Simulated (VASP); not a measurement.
Here is a VASP 6.6.1 calculation.

The input INCAR:

```
SYSTEM = MgS
PREC = Accurate
ENCUT = 520
EDIFF = 1E-6
ISMEAR = 0
SIGMA = 0.05
LREAL = .FALSE.
LASPH = .TRUE.
NELM = 100
ALGO = Fast
ISIF = 2
LWAVE = .FALSE.
LCHARG = .FALSE.
NBANDS = 11
```

The input KPOINTS:

```
Automatic mesh
0
G
  8 8 8
  0 0 0
```

POSCAR

```
MgS
1.0
    0.0000000000      2.8331200468      2.8331200468
    2.8331200468      0.0000000000      2.8331200468
    2.8331200468      2.8331200468      0.0000000000
Mg S
1 1
Direct
   -0.0352967747      0.0000000000      0.0000000000
    0.7500000000      0.7500000000      0.7500000000
```

Potentials or basis: VASP PAW LDA potentials, release 64 (Mg, S).

The run is started by

```sh
$ cat potpaw_LDA.64/Mg/POTCAR potpaw_LDA.64/S/POTCAR > POTCAR
$ mpirun -np 1 vasp_std > vasp.out
```

Problem. Predict the band gap on the k mesh.

Solution. 3.00 eV, direct.

Problem. Estimate the pressure.

Solution. -2.0 GPa.

Forces in eV/Å, atoms in the order of the input:
```
Mg   0.189  0.545  0.545
S   -0.189 -0.545 -0.545
```

A k mesh can miss the band edges.
